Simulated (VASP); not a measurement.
# Al (Fm-3m) in VASP: notebook

Aim: see how the results for Al move with the level of theory and the settings. Levels: PBE, LDA. Tasks: single point.

All numbers are computed with VASP 6.6.1; they aren't measurements. Logs are shortened: lines on timing, memory, paths and dates and some standing lists are left out, and cuts for length are marked.

## (1) The undisturbed crystal

The structure is cubic, space group Fm-3m (No. 225). The conventional cell has a = 4.050 Å, b = 4.050 Å, c = 4.050 Å, α = 90.00°, β = 90.00°, γ = 90.00°. Around Al (site symmetry m-3m) lie 12 Al at 2.86 Å.

## (2) Single point, PBE (grid = ENCUT=400 dk=0.35 cell=3x3x3 ISMEAR=1 SIGMA=0.2 LREAL=Auto EDIFF=1e-06)

The input, INCAR:

```
SYSTEM = Al26Cu
ALGO = Fast ; EDIFF = 1E-6
ENCUT = 400 ; GGA = PE
ISIF = 2 ; ISMEAR = 1
LASPH = .True. ; LCHARG = .False.
LREAL = Auto ; LWAVE = .False.
NBANDS = 72 ; NELM = 120
PREC = Accurate ; SIGMA = 0.2
```

The input, KPOINTS:

```
k-points
0
Gamma
  3 3 3
  0 0 0
```

The input, POSCAR:

```
Al26Cu
1.0
    0.0000000000      6.0744150000      6.0744150000
    6.0744150000      0.0000000000      6.0744150000
    6.0744150000      6.0744150000      0.0000000000
Cu Al
1 26
Direct
    0.0000000000      0.0000000000      0.0000000000
    0.0000000000      0.0000000000      0.3333333333
    0.0000000000      0.0000000000      0.6666666667
    0.0000000000      0.3333333333      0.0000000000
    0.0000000000      0.3333333333      0.3333333333
    0.0000000000      0.3333333333      0.6666666667
    0.0000000000      0.6666666667      0.0000000000
    0.0000000000      0.6666666667      0.3333333333
    0.0000000000      0.6666666667      0.6666666667
    0.3333333333      0.0000000000      0.0000000000
    0.3333333333      0.0000000000      0.3333333333
    0.3333333333      0.0000000000      0.6666666667
    0.3333333333      0.3333333333      0.0000000000
    0.3333333333      0.3333333333      0.3333333333
    0.3333333333      0.3333333333      0.6666666667
    0.3333333333      0.6666666667      0.0000000000
    0.3333333333      0.6666666667      0.3333333333
    0.3333333333      0.6666666667      0.6666666667
    0.6666666667      0.0000000000      0.0000000000
    0.6666666667      0.0000000000      0.3333333333
    0.6666666667      0.0000000000      0.6666666667
    0.6666666667      0.3333333333      0.0000000000
    0.6666666667      0.3333333333      0.3333333333
    0.6666666667      0.3333333333      0.6666666667
    0.6666666667      0.6666666667      0.0000000000
    0.6666666667      0.6666666667      0.3333333333
    0.6666666667      0.6666666667      0.6666666667
```

Potentials or basis: VASP PAW PBE potentials, release 64 (Cu, Al).

Started as:

```sh
$ cat potpaw_PBE.64/Cu/POTCAR potpaw_PBE.64/Al/POTCAR > POTCAR
$ mpirun -np 1 vasp_std > vasp.out
```

OUTCAR:

```text
SYSTEM = Al26Cu
   EDIFF = 1E-6
   ENCUT = 400
   GGA = PE
   ISIF = 2
   ISMEAR = 1
   LASPH = .True.
   LREAL = Auto
   NELM = 120
   PREC = Accurate

 Found      4 irreducible k-points:

 Following reciprocal coordinates:
            Coordinates               Weight
  0.000000  0.000000  0.000000      1.000000
  0.333333  0.000000  0.000000      8.000000
  0.333333  0.333333  0.000000      6.000000
 -0.333333  0.333333  0.000000     12.000000
   k-points           NKPTS =      4   k-points in BZ     NKDIM =      4   number of bands    NBANDS=     72
   number of dos      NEDOS =    301   number of ions     NIONS =     27
   total plane-waves  NPLWV = 175616
   dimension x,y,z NGX =    56 NGY =   56 NGZ =   56
   dimension x,y,z NGXF=   112 NGYF=  112 NGZF=  112
   ions per type =               1  26
   NGX,Y,Z   is equivalent  to a cutoff of  10.84, 10.84, 10.84 a.u.
   NGXF,Y,Z  is equivalent  to a cutoff of  21.67, 21.67, 21.67 a.u.
 SYSTEM =  Al26Cu
   PREC   = accura    normal or accurate (medium, high low for compatibility)
   ISTART =      0    job   : 0-new  1-cont  2-samecut
   ICHARG =      2    charge: 1-file 2-atom 10-const
   ISPIN  =      1    spin polarized calculation?
   LNONCOLLINEAR =      F non collinear calculations
   LSORBIT =      F    spin-orbit coupling
   LASPH  =      T    aspherical Exc in radial PAW
   ENCUT  =  400.0 eV  29.40 Ry    5.42 a.u.  14.01 14.01 14.01*2*pi/ulx,y,z
   NELM   =    120;   NELMIN=  2; NELMDL= -5     # of ELM steps
   EDIFF  = 0.1E-05   stopping-criterion for ELM
   LREAL  =      T    real-space projection
   EDIFFG = 0.1E-04   stopping-criterion for IOM
   NSW    =      0    number of steps for IOM
[... 5 lines left out ...]
   TEBEG  =    0.0;   TEEND  =   0.0 temperature during run
   PSTRESS=    0.0 pullay stress
   NELECT =      89.0000    total number of electrons
   NUPDOWN=      -1.0000    fix difference up-down
   EMIN   =  10.00;   EMAX   =-10.00  energy-range for DOS
   EFERMI =   0.00;   METHOD = LEGACY
   ISMEAR =     1;   SIGMA  =   0.20  broadening in eV -4-tet -1-fermi 0-gaus
   EFERMI_NEDOS =   21; number of points for ismear=-14 and -15
   IALGO  =     68    algorithm
   IMIX   =      4    mixing-type and parameters
     AMIX     =   0.40;   BMIX     =  1.00
     AMIX_MAG =   1.60;   BMIX_MAG =  1.00
  volume/ion in A,a.u.               =      16.60       112.04
  Fermi-wavevector in a.u.,A,eV,Ry     =   0.955045  1.804773 12.410016  0.912110
  Thomas-Fermi vector in A             =   2.083847
   LORBIT       =      0    0 simple, 1 ext, 2 COOP (PROOUT), +10 PAW based schemes
   GGA     = PE    functional components
   LHFCALC =     F    Hartree Fock is set to
   AEXX    =    0.0000 exact exchange contribution
   IVDW    =     0    specifies the selected vdW correction
   LEPSILON=     F    determine dielectric tensor
   LRPA    =     F    only Hartree local field effects (RPA)
 non-spin polarized calculation
 RMM-DIIS sequential band-by-band and
 Methfessel and Paxton  Order N= 1 SIGMA  =   0.20
  energy-cutoff  :      400.00
  volume of cell :      448.27
 maximum number of plane-waves:      8154
   NGX = 29   NGY = 29   NGZ = 29

 number of electron      89.0000012 magnetization

 Free energy of the ion-electron system (eV)
  ---------------------------------------------------
  ext. energy  EPLUGINS =         0.00000000
  ---------------------------------------------------
  free energy    TOTEN  =      -100.33792077 eV

  energy without entropy =     -100.35101298  energy(sigma->0) =     -100.34228484

 E-fermi :   7.8298     XC(G=0): -10.2024

 val. band max:        7.7426160890   @ k =   0.3333   0.3333   0.0000
 cond. band min:       7.8875831743   @ k =   0.3333   0.3333   0.0000
 fundamental gap:      0.1449670854
 Fermi energy:         7.8298031949

 k-point     1 :       0.0000    0.0000    0.0000
  band No.  band energies     occupation
      1      -3.1852      2.00000
      2      -0.3321      2.00000
      3      -0.2992      2.00000
      4      -0.2992      2.00000
      5      -0.2992      2.00000
      6      -0.1869      2.00000
[... 48 lines left out ...]
     55       8.3663     -0.00099
     56       8.5722     -0.00000

 k-point     2 :       0.3333    0.0000    0.0000
  band No.  band energies     occupation
      1      -2.8540      2.00000
      2      -1.8582      2.00000
      3      -0.5735      2.00000
      4      -0.5735      2.00000
      5      -0.5099      2.00000
      6      -0.2381      2.00000
[... 48 lines left out ...]
     55       9.8513     -0.00000
     56       9.9044     -0.00000

 k-point     3 :       0.3333    0.3333    0.0000
  band No.  band energies     occupation
      1      -2.7438      2.00000
      2      -1.4326      2.00000
      3      -1.1911      2.00000
      4      -1.1138      2.00000
      5      -1.1138      2.00000
      6      -0.8549      2.00000
[... 48 lines left out ...]
     55       9.9148     -0.00000
     56      10.1115     -0.00000

 k-point     4 :      -0.3333    0.3333    0.0000
  band No.  band energies     occupation
      1      -2.3115      2.00000
      2      -2.0320      2.00000
      3      -1.8886      2.00000
      4      -1.0047      2.00000
      5      -0.9200      2.00000
      6       0.3442      2.00000
[... 48 lines left out ...]
     55       9.4078     -0.00000
     56       9.7291     -0.00000
 [bands above 56 left out]

------------------------ aborting loop because EDIFF is reached ----------------------------------------

  FORCE on cell =-STRESS in cart. coord.  units (eV):
  Direction    XX          YY          ZZ          XY          YZ          ZX
  --------------------------------------------------------------------------------------
  -------------------------------------------------------------------------------------
  Total       -4.1710633     -4.1710633     -4.1710633     -0.0000000      0.0000000     -0.0000000
  in kB      -14.9078150    -14.9078150    -14.9078150     -0.0000000      0.0000000     -0.0000000
  external PRESSURE =     -14.9078150 kB  Pullay stress =       0.0000000 kB

 VOLUME and BASIS-vectors are now :
 -----------------------------------------------------------------------------
  energy-cutoff  :      400.00
  volume of cell :      448.27
      direct lattice vectors                 reciprocal lattice vectors
     0.000000000  6.074415000  6.074415000    -0.082312453  0.082312453  0.082312453
     6.074415000  0.000000000  6.074415000     0.082312453 -0.082312453  0.082312453
     6.074415000  6.074415000  0.000000000     0.082312453  0.082312453 -0.082312453

 POSITION                                       TOTAL-FORCE (eV/Angst)
 -----------------------------------------------------------------------------------
      0.00000      0.00000      0.00000        -0.000000      0.000000     -0.000000
      2.02480      2.02480      0.00000        -0.194066     -0.194066     -0.000000
      4.04961      4.04961      0.00000         0.194066      0.194066     -0.000000
      2.02480      0.00000      2.02480        -0.194066      0.000000     -0.194066
      4.04961      2.02480      2.02480         0.107509     -0.107509     -0.107509
      6.07442      4.04961      2.02480        -0.000000      0.194066     -0.194066
[... 19 lines left out ...]
      6.07442      6.07442      8.09922        -0.000000      0.000000     -0.159698
      8.09922      8.09922      8.09922        -0.107509     -0.107509     -0.107509
 -----------------------------------------------------------------------------------
    total drift:                                0.000000      0.000000      0.000000

  FREE ENERGIE OF THE ION-ELECTRON SYSTEM (eV)
  ---------------------------------------------------
  free  energy   TOTEN  =      -100.3379207739 eV

  energy  without entropy=     -100.3510129845  energy(sigma->0) =     -100.34228484
```

Run time: 3.8 min. Hardware: 1 thread of Intel Xeon Platinum 8259CL at 2.50GHz (Skylake/Cascade Lake), shared host; peak memory 0.42 GiB.

These settings aren't checked as converged: the numbers below hold their error.

Results:

| Quantity | Value |
| --- | --- |
| Free energy | -100.3379 eV |
| Pressure | -1.5 GPa |
| Largest force | 0.274 eV/Å |
| Band gap on the k mesh | none (metal or under the smearing width) |

## (3) Single point, PBE (grid = ENCUT=400 dk=0.35 cell=3x3x3 ISMEAR=1 SIGMA=0.1 LREAL=Auto EDIFF=0.0001)

The input, INCAR:

```
SYSTEM = Al26Cu
ALGO = Fast ; EDIFF = 1E-4
ENCUT = 400 ; GGA = PE
ISIF = 2 ; ISMEAR = 1
LASPH = .True. ; LCHARG = .False.
LREAL = Auto ; LWAVE = .False.
NBANDS = 72 ; NELM = 120
PREC = Accurate ; SIGMA = 0.1
```

KPOINTS is that of step 2.

POSCAR is that of step 2.

Potentials or basis: VASP PAW PBE potentials, release 64 (Cu, Al).

Started as:

```sh
$ cat potpaw_PBE.64/Cu/POTCAR potpaw_PBE.64/Al/POTCAR > POTCAR
$ mpirun -np 1 vasp_std > vasp.out
```

Wall time 3.1 min (1 thread of Intel Xeon Platinum 8259CL at 2.50GHz (Skylake/Cascade Lake), shared host); peak memory 0.42 GiB.

These settings aren't checked as converged: the numbers below hold their error.

Results:

- Free energy: -100.3570 eV
- Pressure: -1.6 GPa
- Largest force: 0.285 eV/Å
- Band gap on the k mesh: none (metal or under the smearing width)

## (4) Single point, PBE (grid = ENCUT=520 dk=0.35 cell=3x3x3 ISMEAR=1 SIGMA=0.1 LREAL=Auto EDIFF=1e-06)

INCAR, as its differences from that of step 3:

```diff
@@ -1,4 +1,4 @@
 SYSTEM = Al26Cu
-ALGO = Fast ; EDIFF = 1E-4
-ENCUT = 400 ; GGA = PE
+ALGO = Fast ; EDIFF = 1E-6
+ENCUT = 520 ; GGA = PE
 ISIF = 2 ; ISMEAR = 1
```

KPOINTS is that of step 3.

POSCAR is that of step 3.

Started as:

```sh
$ cat potpaw_PBE.64/Cu/POTCAR potpaw_PBE.64/Al/POTCAR > POTCAR
$ mpirun -np 1 vasp_std > vasp.out
```

Run time: 6.8 min. Hardware: 1 thread of Intel Xeon Platinum 8259CL at 2.50GHz (Skylake/Cascade Lake), shared host; peak memory 0.59 GiB.

The run converged, but some of its settings lie outside the range that counts as converged, so its numbers aren't taken as properties of the crystal.

Results:

* Free energy: -100.3605 eV
* Pressure: -1.4 GPa
* Largest force: 0.284 eV/Å
* Band gap on the k mesh: none (metal or under the smearing width)

## (5) Single point, LDA (grid = ENCUT=350 dk=0.27 cell=4x4x4 ISMEAR=1 SIGMA=0.1 LREAL=Auto EDIFF=1e-06)

The input, INCAR:

```
SYSTEM = Al
PREC = Accurate
ENCUT = 350
EDIFF = 1E-6
ISMEAR = 1
SIGMA = 0.1
LREAL = Auto
LASPH = .True.
NELM = 120
ALGO = Fast
ISIF = 2
LWAVE = .False.
LCHARG = .False.
NBANDS = 159
NCORE = 1
KPAR = 2
```

The input, KPOINTS:

```
Automatic mesh
0
Gamma
  3 3 3
  0 0 0
```

The input, POSCAR:

```
Al
1.0
    0.0000000000      8.0992200000      8.0992200000
    8.0992200000      0.0000000000      8.0992200000
    8.0992200000      8.0992200000      0.0000000000
Al
64
Direct
    0.0000000000      0.0000000000      0.0000000000
    0.0000000000      0.0000000000      0.2500000000
    0.0000000000      0.0000000000      0.5000000000
    0.0000000000      0.0000000000      0.7500000000
    0.0000000000      0.2500000000      0.0000000000
    0.0000000000      0.2500000000      0.2500000000
    0.0000000000      0.2500000000      0.5000000000
    0.0000000000      0.2500000000      0.7500000000
    0.0000000000      0.5000000000      0.0000000000
    0.0000000000      0.5000000000      0.2500000000
    0.0000000000      0.5000000000      0.5000000000
    0.0000000000      0.5000000000      0.7500000000
    0.0000000000      0.7500000000      0.0000000000
    0.0000000000      0.7500000000      0.2500000000
    0.0000000000      0.7500000000      0.5000000000
    0.0000000000      0.7500000000      0.7500000000
    0.2500000000      0.0000000000      0.0000000000
    0.2500000000      0.0000000000      0.2500000000
    0.2500000000      0.0000000000      0.5000000000
    0.2500000000      0.0000000000      0.7500000000
    0.2500000000      0.2500000000      0.0000000000
    0.2500000000      0.2500000000      0.2500000000
    0.2500000000      0.2500000000      0.5000000000
    0.2500000000      0.2500000000      0.7500000000
    0.2500000000      0.5000000000      0.0000000000
    0.2500000000      0.5000000000      0.2500000000
    0.2500000000      0.5000000000      0.5000000000
    0.2500000000      0.5000000000      0.7500000000
    0.2500000000      0.7500000000      0.0000000000
    0.2500000000      0.7500000000      0.2500000000
    0.2500000000      0.7500000000      0.5000000000
    0.2500000000      0.7500000000      0.7500000000
    0.5000000000      0.0000000000      0.0000000000
    0.5000000000      0.0000000000      0.2500000000
    0.5000000000      0.0000000000      0.5000000000
    0.5000000000      0.0000000000      0.7500000000
    0.5000000000      0.2500000000      0.0000000000
    0.5000000000      0.2500000000      0.2500000000
    0.5000000000      0.2500000000      0.5000000000
    0.5000000000      0.2500000000      0.7500000000
    0.5000000000      0.5000000000      0.0000000000
    0.5000000000      0.5000000000      0.2500000000
    0.5000000000      0.5000000000      0.5000000000
    0.5000000000      0.5000000000      0.7500000000
    0.5000000000      0.7500000000      0.0000000000
    0.5000000000      0.7500000000      0.2500000000
    0.5000000000      0.7500000000      0.5000000000
    0.5000000000      0.7500000000      0.7500000000
    0.7500000000      0.0000000000      0.0000000000
    0.7500000000      0.0000000000      0.2500000000
    0.7500000000      0.0000000000      0.5000000000
    0.7500000000      0.0000000000      0.7500000000
    0.7500000000      0.2500000000      0.0000000000
    0.7500000000      0.2500000000      0.2500000000
    0.7500000000      0.2500000000      0.5000000000
    0.7500000000      0.2500000000      0.7500000000
    0.7500000000      0.5000000000      0.0000000000
    0.7500000000      0.5000000000      0.2500000000
    0.7500000000      0.5000000000      0.5000000000
    0.7500000000      0.5000000000      0.7500000000
    0.7500000000      0.7500000000      0.0000000000
    0.7500000000      0.7500000000      0.2500000000
    0.7500000000      0.7500000000      0.5000000000
    0.7500000000      0.7500000000      0.7500000000
```

Potentials or basis: VASP PAW LDA potentials, release 64 (Al).

Started as:

```sh
$ cat potpaw_LDA.64/Al/POTCAR > POTCAR
$ mpirun -np 4 vasp_std > vasp.out
```

Run time: 2.6 min. Hardware: 4 MPI ranks of Intel Xeon Platinum 8375C at 2.90GHz (Ice Lake), shared host; peak memory 0.44 GiB.

The run converged, but some of its settings lie outside the range that counts as converged, so its numbers aren't taken as properties of the crystal.

Results:

```yaml
Free_energy: -268.1758 eV
Pressure: -3.6 GPa
Band_gap_on_the_k_mesh: none (metal or under the smearing width)
```

## (6) The reference run

An earlier run on the cell as given: functional PBE; potentials or basis VASP PAW PBE potentials, release 64 (Al); cutoff 520 eV; k mesh 11 × 11 × 11; occupations fermi-dirac, width 0.05 eV; no spin polarisation.

* Pressure: -0.5 GPa
* Band gap on the k mesh: none (metal or under the smearing width)
